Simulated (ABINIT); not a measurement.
# SrO (Fm-3m) in ABINIT: notebook, part 2 of 2

ABINIT 10.8.3 (patched build). Earlier steps stand in the parts before.

### 6 Band structure, BP86, spin-orbit coupling, no magnetisation

Contents of run.abi:

```
ndtset 2

pp_dirpath "./"
pseudos "Sr.GGA_PBE-JTH.xml, O.GGA_PBE-JTH.xml"

acell 3*1.0 Angstrom
rprim
     0.0000000000     2.5663000000     2.5663000000
     2.5663000000     0.0000000000     2.5663000000
     2.5663000000     2.5663000000     0.0000000000
ntypat 2
znucl 38 8
natom 2
typat 1 2
xcart
     2.5663000000     2.5663000000     2.5663000000
     0.0000000000     0.0000000000     0.0000000000 Angstrom

ecut 23.0
pawecutdg 45.0

ixc -106132

occopt 3
tsmear 0.05 eV

nspinor 2
nspden 1
pawspnorb 1

nstep 100

iomode 3
prtwf 0
prteig 0
prtebands 0
prtden1 1

kptopt1 4
ngkpt1 9 9 9
nshiftk1 1
shiftk1 0.0 0.0 0.0
nband1 24
tolvrs1 1.0e-9

iscf2 -2
getden2 1
nband2 36
nbdbuf2 8
tolwfr2 1.0e-11
kptopt2 -9
ndivsm2 5
prteig2 1
kptbounds2
     0.0000000000     0.0000000000     0.0000000000
     0.5000000000     0.0000000000     0.5000000000
     0.5000000000     0.2500000000     0.7500000000
     0.3750000000     0.3750000000     0.7500000000
     0.0000000000     0.0000000000     0.0000000000
     0.5000000000     0.5000000000     0.5000000000
     0.6250000000     0.2500000000     0.6250000000
     0.5000000000     0.2500000000     0.7500000000
     0.5000000000     0.5000000000     0.5000000000
     0.3750000000     0.3750000000     0.7500000000
```

Potentials or basis: JTH PAW PBE v2.0.

On the command line:

```console
> abinit run.abi > log 2>&1
```

run.abo:

```text
.Version 10.8.3 of ABINIT
 DATASET    1 : space group F4 3 2 (#209); Bravais cF (face-center cubic)
================================================================================
 Values of the parameters that define the memory need for DATASET  1.
     intxc =       0    ionmov =       0      iscf =      17    lmnmax =      18
     lnmax =       6     mgfft =      30  mpssoang =       3    mqgrid =    3001
     natom =       2  nloc_mem =       2    nspden =       1   nspinor =       2
    nsppol =       1      nsym =      24    n1xccc =       1    ntypat =       2
    occopt =       3   xclevel =       2
       mpw =        1243          nfft =       27000          nkpt =          39
 PAW method is used; the additional fine FFT grid is defined by:
   mgfftf=        45    nfftf =     91125
================================================================================
================================================================================

 DATASET    2 : space group F4 3 2 (#209); Bravais cF (face-center cubic)
================================================================================
 Values of the parameters that define the memory need for DATASET  2.
     intxc =       0    ionmov =       0      iscf =      -2    lmnmax =      18
     lnmax =       6     mgfft =      30  mpssoang =       3    mqgrid =    3001
     natom =       2  nloc_mem =       2    nspden =       1   nspinor =       2
    nsppol =       1      nsym =      24    n1xccc =       1    ntypat =       2
    occopt =       3   xclevel =       2
       mpw =        1243          nfft =       27000          nkpt =          87
 PAW method is used; the additional fine FFT grid is defined by:
   mgfftf=        45    nfftf =     91125
================================================================================
================================================================================

--------------------------------------------------------------------------------
------------- Echo of variables that govern the present computation ------------
--------------------------------------------------------------------------------
 -outvars: echo values of preprocessed input variables --------
            acell      1.8897261259E+00  1.8897261259E+00  1.8897261259E+00 Bohr
              amu      8.76200000E+01  1.59994000E+01
             ecut      2.30000000E+01 Hartree
           getden1          0
           getden2          1
             iscf1         17
             iscf2         -2
                       outvar_i_n : Printing only first  50 k-points.
              ixc     -106132
           jdtset        1    2
                       outvar_i_n : Printing only first  50 k-points.
           kptopt1          4
           kptopt2         -9
         kptrlatt        9    0    0      0    9    0      0    0    9
          kptrlen1     6.17253837E+01
          kptrlen2     3.00000000E+01
            natom           2
            nband1         24
            nband2         36
           nbdbuf1          0
           nbdbuf2          8
           ndtset           2
           ndivsm1          0
           ndivsm2          5
            ngfft          30      30      30
          ngfftdg          45      45      45
[... 1310 lines left out ...]
  4.50E-12  6.17E-12  3.26E-12  7.80E-12  4.35E-12  7.89E-12  8.35E-12  9.00E-12
  3.86E-12  3.51E-12  6.39E-12  8.24E-12  6.99E-12  1.39E-12  8.57E-11  1.10E-09
  3.55E-09  1.88E-08  8.45E-05  1.69E-03
 -1.0140E+00 -1.0140E+00 -4.1800E-01 -4.1800E-01 -3.8293E-01 -3.8293E-01
 -3.4998E-01 -3.4998E-01 -3.2633E-01 -3.2633E-01  1.3190E-01  1.3190E-01
  1.4570E-01  1.4570E-01  1.5055E-01  1.5055E-01  3.4446E-01  3.4446E-01
  4.5993E-01  4.5993E-01  4.9017E-01  4.9017E-01  5.4206E-01  5.4206E-01
  5.7367E-01  5.7367E-01  6.3848E-01  6.3848E-01  6.8561E-01  6.8561E-01
  7.5549E-01  7.5549E-01  7.9445E-01  7.9445E-01  9.1839E-01  9.2057E-01

--- !ResultsGS
iteration_state: {dtset: 2, }
comment   : Summary of ground state results
lattice_vectors:
- [  0.0000000,   4.8496042,   4.8496042, ]
- [  4.8496042,   0.0000000,   4.8496042, ]
- [  4.8496042,   4.8496042,   0.0000000, ]
lattice_lengths: [   6.85838,    6.85838,    6.85838, ]
lattice_angles: [ 60.000,  60.000,  60.000, ] # degrees, (23, 13, 12)
lattice_volume:   2.2811239E+02
convergence: {deltae:  0.000E+00, res2:  0.000E+00, residm:  9.996E-12, diffor:  0.000E+00, }
etotal    :  -4.73401535E+01
entropy   :   0.00000000E+00
fermie    :   2.24953136E-01
cartesian_stress_tensor: null
pressure_GPa: null
xred      :
- [  5.0000E-01,   5.0000E-01,   5.0000E-01, Sr]
- [  0.0000E+00,   0.0000E+00,   0.0000E+00,  O]
cartesian_forces: null
force_length_stats: {min: null, max: null, mean: null, }
...

 Integrated electronic density in atomic spheres:
 ------------------------------------------------
 Atom  Sphere_radius  Integrated_density
    1        2.20670          7.35434189
    2        1.41465          4.51542214

================================================================================

 ----iterations are completed or convergence reached----

 Mean square residual over all n,k,spin=   40.332E-13; max=  99.959E-13
 reduced coordinates (array xred) for    2 atoms
       0.500000000000      0.500000000000      0.500000000000
       0.000000000000      0.000000000000      0.000000000000

 cartesian coordinates (angstrom) at end:
    1      2.56630000000000     2.56630000000000     2.56630000000000
    2      0.00000000000000     0.00000000000000     0.00000000000000
 length scales=  1.889726125908  1.889726125908  1.889726125908 bohr
              =  1.000000000000  1.000000000000  1.000000000000 angstroms
 Eigenvalues (hartree) for nkpt=  87  k points:
 kpt#   1, nband= 36, wtk=  1.00000, kpt=  0.0000  0.0000  0.0000 (reduced coord)
  -1.02063   -1.02063   -0.38771   -0.38771   -0.37385   -0.37385   -0.33129   -0.33129
  -0.33129   -0.33129    0.16479    0.16479    0.16706    0.16706    0.16706    0.16706
   0.31601    0.31601    0.39602    0.39602    0.39602    0.39602    0.39741    0.39741
   0.47662    0.47662    0.47662    0.47662    0.62930    0.62930    1.01804    1.01817
   1.01872    1.01874    1.01875    1.02369
 kpt#   2, nband= 36, wtk=  1.00000, kpt=  0.0357  0.0000  0.0357 (reduced coord)
  -1.02054   -1.02054   -0.39021   -0.39021   -0.37240   -0.37240   -0.33147   -0.33147
  -0.33038   -0.33038    0.16270    0.16270    0.16570    0.16570    0.16682    0.16682
   0.31905    0.31905    0.39393    0.39393    0.39808    0.39808    0.39910    0.39910
   0.47727    0.47727    0.47939    0.47939    0.63362    0.63362    1.01577    1.01589
   1.01642    1.01649    1.01667    1.05708
 kpt#   3, nband= 36, wtk=  1.00000, kpt=  0.0714  0.0000  0.0714 (reduced coord)
  -1.02029   -1.02029   -0.39549   -0.39549   -0.37005   -0.37005   -0.33202   -0.33202
  -0.32793   -0.32793    0.15471    0.15471    0.16466    0.16466    0.16615    0.16615
   0.32710    0.32710    0.38713    0.38713    0.40413    0.40413    0.40514    0.40514
   0.47920    0.47920    0.48739    0.48739    0.64601    0.64601    1.00662    1.00673
[... 491 lines left out ...]
   0.58418    0.58418    0.64014    0.64014    0.68073    0.68073    0.76209    0.76209
   0.79157    0.79157    0.93258    0.93451
 kpt#  86, nband= 36, wtk=  1.00000, kpt=  0.3889  0.3889  0.7222 (reduced coord)
  -1.01408   -1.01408   -0.42156   -0.42156   -0.38120   -0.38120   -0.34862   -0.34862
  -0.32310   -0.32310    0.12679    0.12679    0.14269    0.14269    0.14937    0.14937
   0.35578    0.35578    0.45045    0.45045    0.49527    0.49527    0.53407    0.53407
   0.57878    0.57878    0.63759    0.63759    0.69046    0.69046    0.75362    0.75362
   0.79658    0.79658    0.92397    0.92861
 kpt#  87, nband= 36, wtk=  1.00000, kpt=  0.3750  0.3750  0.7500 (reduced coord)
  -1.01399   -1.01399   -0.41800   -0.41800   -0.38293   -0.38293   -0.34998   -0.34998
  -0.32633   -0.32633    0.13190    0.13190    0.14570    0.14570    0.15055    0.15055
   0.34446    0.34446    0.45993    0.45993    0.49017    0.49017    0.54206    0.54206
   0.57367    0.57367    0.63848    0.63848    0.68561    0.68561    0.75549    0.75549
   0.79445    0.79445    0.91839    0.92057

== END DATASET(S) ==============================================================
================================================================================

 -outvars: echo values of variables after computation  --------
            acell      1.8897261259E+00  1.8897261259E+00  1.8897261259E+00 Bohr
           etotal1    -4.7340153473E+01
            fcart1    -5.4221669762E-32 -5.4221669762E-32  1.6266500929E-31
                       5.4221669762E-32  5.4221669762E-32 -1.6266500929E-31
            rprim      0.0000000000E+00  2.5663000000E+00  2.5663000000E+00
                       2.5663000000E+00  0.0000000000E+00  2.5663000000E+00
                       2.5663000000E+00  2.5663000000E+00  0.0000000000E+00
           strten1    -9.2761896911E-05 -9.2761896911E-05 -9.2761896911E-05
                       0.0000000000E+00  0.0000000000E+00  0.0000000000E+00
           xangst      2.5663000000E+00  2.5663000000E+00  2.5663000000E+00
                       0.0000000000E+00  0.0000000000E+00  0.0000000000E+00
             xred      5.0000000000E-01  5.0000000000E-01  5.0000000000E-01
                       0.0000000000E+00  0.0000000000E+00  0.0000000000E+00
 Calculation completed.
```

Run time: 3.1 min. Hardware: 1 thread of Arm Neoverse V1, shared host; peak memory 0.21 GiB.

What came out:

* Free energy: -1288.1912 eV
* Pressure: 2.7 GPa
* Band gap on the k mesh: 3.37 eV, indirect (least direct gap 3.43 eV)
* Band gap along the path: 3.31 eV, indirect (least direct gap 3.37 eV)
* Valence electrons inside the program's atomic spheres: Sr 7.35; O 4.52

Levels at the corners of the path, in eV from the valence-band top:
```tsv
point	band 13	band 14	band 15	band 16	band 17	band 18	band 19	band 20
Γ	0.00	0.00	0.00	0.00	4.05	4.05	6.23	6.23
X	-0.12	-0.12	-0.05	-0.05	3.31	3.31	7.85	7.85
W	-0.46	-0.46	-0.38	-0.38	6.07	6.07	6.07	6.07
K	-0.58	-0.58	-0.45	-0.45	4.83	4.83	7.97	7.97
Γ	0.00	0.00	0.00	0.00	4.05	4.05	6.23	6.23
L	-1.15	-1.15	-1.14	-1.14	6.62	6.62	8.50	8.50
U	-0.58	-0.58	-0.45	-0.45	4.83	4.83	7.97	7.97
W	-0.46	-0.46	-0.38	-0.38	6.07	6.07	6.07	6.07
L	-1.15	-1.15	-1.14	-1.14	6.62	6.62	8.50	8.50
K	-0.58	-0.58	-0.45	-0.45	4.83	4.83	7.97	7.97
```

Caveat: the PAW data sets were made with another functional, which shifts forces and pressure a little.

### 7 Summary

| task | level | potentials or basis | spin | cutoff (eV) | fine-grid cutoff | dispersion computed by | gap on the mesh (eV) | pressure (GPa) |
| --- | --- | --- | --- | --- | --- | --- | --- | --- |
| band structure | PBE | JTH PAW PBE v2.0 | off | 626 | 1224.51 eV | - | 3.37 | 3.0 |
| band structure | PBE | SG15 NC PBE v1.2 | off | 1143 | - | - | 3.37 | 3.1 |
| equation of state | RPBE+D3(BJ) | JTH PAW PBE v2.0 | off | 626 | 1224.51 eV | simple-dftd3 1.7.0 | - | - |
| equation of state | revPBE+D3(BJ) | JTH PAW PBE v2.0 | off | 626 | 1224.51 eV | - | - | - |
| band structure | BP86 | JTH PAW PBE v2.0 | SOC, no magnetisation | 626 | 1224.51 eV | - | 3.37 | 2.7 |

Alike in all rows: cell as given; k mesh 9 × 9 × 9; smearing fermi-dirac 0.05 eV.

Caveats: the PAW data sets were made with another functional, which shifts forces and pressure a little (some runs); pressures at fixed basis lie under the slope of the energies (some runs).

Total energies depend on the potentials used, so only differences within one code and one set of settings carry meaning.
